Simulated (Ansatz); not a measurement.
**TiSi in Ansatz: convergence with scf exx energy threshold**

Input of the first run (scf exx energy threshold 0.01); the others differ in this setting and in those tied to it:

The input input.yaml:

```yaml
crystal:
  lattice:
    - [1.816178, -2.117624, 0.0]
    - [1.816178, 2.117624, 0.0]
    - [0.0, 0.0, 3.803934]
  atoms:
    - { symbol: Ti, position: [0.5, 0.5, 0.0] }
    - { symbol: Si, position: [0.0, 0.0, 0.5] }
hamiltonian:
  xc: pbe0
  pseudopotentials: { kind: paw }
kpoints:
  mp_grid: { grid: [5, 5, 4] }
scf:
  occupations: { method: gaussian, width: 0.1 }
  exx: { energy_threshold: 0.01 }
output:
  forces: true
  stress: true
  eigenvalues: true
```

Potentials or basis: Ansatz PAW.

The run is started by

```sh
$ ansatz run input.yaml --threads 2 --pin off --max-ram 5632MiB --backend cpu --events-out ev --progress --plain --runs-dir out
```

The cell comes from a database or a generator and needn't be the stable form of this composition.

Hardware: 2 threads of Arm Neoverse V2 (shared host).

| scf exx energy threshold | energy less the tightest run, at zero smearing (meV/atom) | SCF cycles | CPU time (s) | peak memory (GiB) |
| --- | --- | --- | --- | --- |
| 0.01 | 0.00 | 32 | 21 | 0.68 |
| 0.001 | 0.00 | 32 | 20 | 0.68 |
| 0.0001 | 0.00 | 35 | 22 | 0.68 |
| 1e-05 | 0.00 | 34 | 22 | 0.68 |
| 1e-06 | 0.00 | 36 | 22 | 0.68 |
| 1e-07 | 0.00 | 39 | 22 | 0.68 |

Against the tightest run, the energy stays within 1 meV/atom from 0.01 on. The tightest run that finished is the yardstick and may itself not be fully converged.

Caveat, for the tightest run too: the k mesh is coarse (spacing up to 0.46 Å⁻¹), so the values aren't converged, least of all with exact exchange.
